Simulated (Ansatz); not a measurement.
**SnO$_{2}$: Sr on a Sn site**

The calculation used DFT PBE, scalar-relativistic, plane waves, PAW (Ansatz). Settings: 420 eV cutoff, 2×2×2 k-mesh, shifted by half a step, Gaussian smearing of 0.01 eV, collinear spin in charge -1 alone.

Host crystal, relaxed:

```
Sn O
1.0
     4.82652    0.00000    0.00000
     0.00000    4.82837    0.00000
     0.00000    0.00000    3.23817
Sn O
2 4
Direct
  0.50000 0.50000 0.50000
  0.00000 0.00000 0.00000
  0.30650 0.30666 0.00000
  0.80650 0.19334 0.50000
  0.19350 0.80666 0.50000
  0.69350 0.69334 0.00000
```

Supercell of 48 atoms, rows in host cell vectors: 1 -1 -2; 1 1 2; -1 -1 2. Atoms relax at the host's cell, keeping the symmetry that the supercell leaves at the site. The cell is small, so energies carry finite-size errors of tenths of an eV. The host's Kohn–Sham gap is 0.68 eV.

Defect: Sr on a Sn site, charge 0.

Command:

```bash
ansatz run input.yaml --threads 4 --pin off --max-ram 6144MiB --backend cpu --events-out ev --progress --plain --runs-dir out
```

The input:

```yaml
crystal:
  lattice:
    - [4.826516859, -4.828368739, -6.4763336646]
    - [4.826516859, 4.828368739, 6.4763336646]
    - [-4.826516859, -4.828368739, 6.4763336646]
  atoms:
    - { symbol: Sr, position: [0.5, 0.375, 0.375] }
    - { symbol: Sn, position: [0.5, 0.625, 0.625] }
    - { symbol: Sn, position: [1.0, 0.375, 0.875] }
    - { symbol: Sn, position: [1.0, 0.625, 0.125] }
    - { symbol: Sn, position: [1.0, 0.875, 0.375] }
    - { symbol: Sn, position: [1.0, 0.125, 0.625] }
    - { symbol: Sn, position: [0.5, 0.875, 0.875] }
    - { symbol: Sn, position: [0.5, 0.125, 0.125] }
    - { symbol: Sn, position: [0.5, 0.0, 0.5] }
    - { symbol: Sn, position: [0.5, 0.25, 0.75] }
    - { symbol: Sn, position: [0.0, 0.0, 0.0] }
    - { symbol: Sn, position: [0.0, 0.25, 0.25] }
    - { symbol: Sn, position: [0.0, 0.5, 0.5] }
    - { symbol: Sn, position: [0.0, 0.75, 0.75] }
    - { symbol: Sn, position: [0.5, 0.5, 0.0] }
    - { symbol: Sn, position: [0.5, 0.75, 0.25] }
    - { symbol: O, position: [0.4999172336, 0.1532480869, 0.3466691467] }
    - { symbol: O, position: [0.4999172336, 0.4032480869, 0.5966691467] }
    - { symbol: O, position: [0.9999172336, 0.1532480869, 0.8466691467] }
    - { symbol: O, position: [0.9999172336, 0.4032480869, 0.0966691467] }
    - { symbol: O, position: [0.9999172336, 0.6532480869, 0.3466691467] }
    - { symbol: O, position: [0.9999172336, 0.9032480869, 0.5966691467] }
    - { symbol: O, position: [0.4999172336, 0.6532480869, 0.8466691467] }
    - { symbol: O, position: [0.4999172336, 0.9032480869, 0.0966691467] }
    - { symbol: O, position: [0.8065789401, 0.5282480869, 0.5283308533] }
    - { symbol: O, position: [0.8065789401, 0.7782480869, 0.7783308533] }
    - { symbol: O, position: [0.3065789401, 0.5282480869, 0.0283308533] }
    - { symbol: O, position: [0.3065789401, 0.7782480869, 0.2783308533] }
    - { symbol: O, position: [0.3065789401, 0.0282480869, 0.5283308533] }
    - { symbol: O, position: [0.3065789401, 0.2782480869, 0.7783308533] }
    - { symbol: O, position: [0.8065789401, 0.0282480869, 0.0283308533] }
    - { symbol: O, position: [0.8065789401, 0.2782480869, 0.2783308533] }
    - { symbol: O, position: [0.1934210599, 0.2217519131, 0.2216691467] }
    - { symbol: O, position: [0.1934210599, 0.4717519131, 0.4716691467] }
    - { symbol: O, position: [0.6934210599, 0.2217519131, 0.7216691467] }
    - { symbol: O, position: [0.6934210599, 0.4717519131, 0.9716691467] }
    - { symbol: O, position: [0.6934210599, 0.7217519131, 0.2216691467] }
    - { symbol: O, position: [0.6934210599, 0.9717519131, 0.4716691467] }
    - { symbol: O, position: [0.1934210599, 0.7217519131, 0.7216691467] }
    - { symbol: O, position: [0.1934210599, 0.9717519131, 0.9716691467] }
    - { symbol: O, position: [0.5000827664, 0.3467519131, 0.1533308533] }
    - { symbol: O, position: [0.5000827664, 0.5967519131, 0.4033308533] }
    - { symbol: O, position: [8.27664e-05, 0.3467519131, 0.6533308533] }
    - { symbol: O, position: [8.27664e-05, 0.5967519131, 0.9033308533] }
    - { symbol: O, position: [8.27664e-05, 0.8467519131, 0.1533308533] }
    - { symbol: O, position: [8.27664e-05, 0.0967519131, 0.4033308533] }
    - { symbol: O, position: [0.5000827664, 0.8467519131, 0.6533308533] }
    - { symbol: O, position: [0.5000827664, 0.0967519131, 0.9033308533] }
  host:
    lattice:
      - [4.826516859, 0.0, 0.0]
      - [0.0, 4.828368739, 0.0]
      - [0.0, 0.0, 3.2381668323]
    atoms:
      - { symbol: Sn, position: [0.5, 0.5, 0.5] }
      - { symbol: Sn, position: [0.0, 0.0, 0.0] }
      - { symbol: O, position: [0.3064961737, 0.3066617065, 0.0] }
      - { symbol: O, position: [0.8064961737, 0.1933382935, 0.5] }
      - { symbol: O, position: [0.1935038263, 0.8066617065, 0.5] }
      - { symbol: O, position: [0.6935038263, 0.6933382935, 0.0] }
basis:
  ecutwfc: 420
  xc_grid: 2
kpoints:
  mp_grid: { grid: [2, 2, 2], shift: [0.5, 0.5, 0.5] }
hamiltonian:
  xc: pbe
scf:
  occupations: { method: gaussian, width: 0.01 }
output:
  forces: true
  stress: false
  eigenvalues: true
  charged_corrections:
    defect_position: [0.5, 0.375, 0.375]
    epsilon: [[14.0283, 0.0, 0.0], [0.0, 14.0284, 0.0], [0.0, 0.0, 10.8953]]
relax:
  adjacent_minimum: "off"
  f_tol: 0.025
  max_steps: 45
```

From the output:

```
Warning: RAYON_NUM_THREADS=4 ignored (pool sized by the plan → 4); use --threads N
Crystal: 48 atoms, lattice volume = 603.703 Å³
Basis set: ecut = 420 eV, 11809 PW (Γ), exchange–correlation on 128×128×128 points (8 copies of the dense FFT grid, shifted against one another)
Bands: 254, of which v1, the nominal top of the filled ones, is band 206 counted from 1 (205 counted from 0)
Symmetry: 4 space group operations
Space group: C2/m (ITA 12), of the structure as read, at distance tolerance 8.5e-5 Å
k-points: 4 of 8
relax step   1: F+E_penalty+E_count = -112058.07577108 eV  Δ(F+E_penalty+E_count) = +0.000e0 eV  max|allowed force component| = 3.241e0 eV/Å  Δτ_max = 0.0000 Å
relax step   2: F+E_penalty+E_count = -112060.69614354 eV  Δ(F+E_penalty+E_count) = -2.620e0 eV  max|allowed force component| = 8.473e-1 eV/Å  Δτ_max = 0.1951 Å
relax step   3: F+E_penalty+E_count = -112060.56274325 eV  Δ(F+E_penalty+E_count) = +1.334e-1 eV  max|allowed force component| = 7.313e-1 eV/Å  Δτ_max = 0.0982 Å
relax step   4: F+E_penalty+E_count = -112060.92080090 eV  Δ(F+E_penalty+E_count) = -2.247e-1 eV  max|allowed force component| = 2.756e-1 eV/Å  Δτ_max = 0.0484 Å
relax step   5: F+E_penalty+E_count = -112060.96038263 eV  Δ(F+E_penalty+E_count) = -3.958e-2 eV  max|allowed force component| = 2.949e-2 eV/Å  Δτ_max = 0.0500 Å
relax step   6: F+E_penalty+E_count = -112060.96225303 eV  Δ(F+E_penalty+E_count) = -1.870e-3 eV  max|allowed force component| = 8.160e-3 eV/Å  Δτ_max = 0.0107 Å
SCF converged after 13 iterations
Free energy (F): -112060.962253 eV
E sigma→0 (E₀):  -112060.960946 eV
Fermi energy:    8.371058 eV
```

The relaxation gained 2.89 eV in 6 steps. The run took of the order of 13 core-minutes.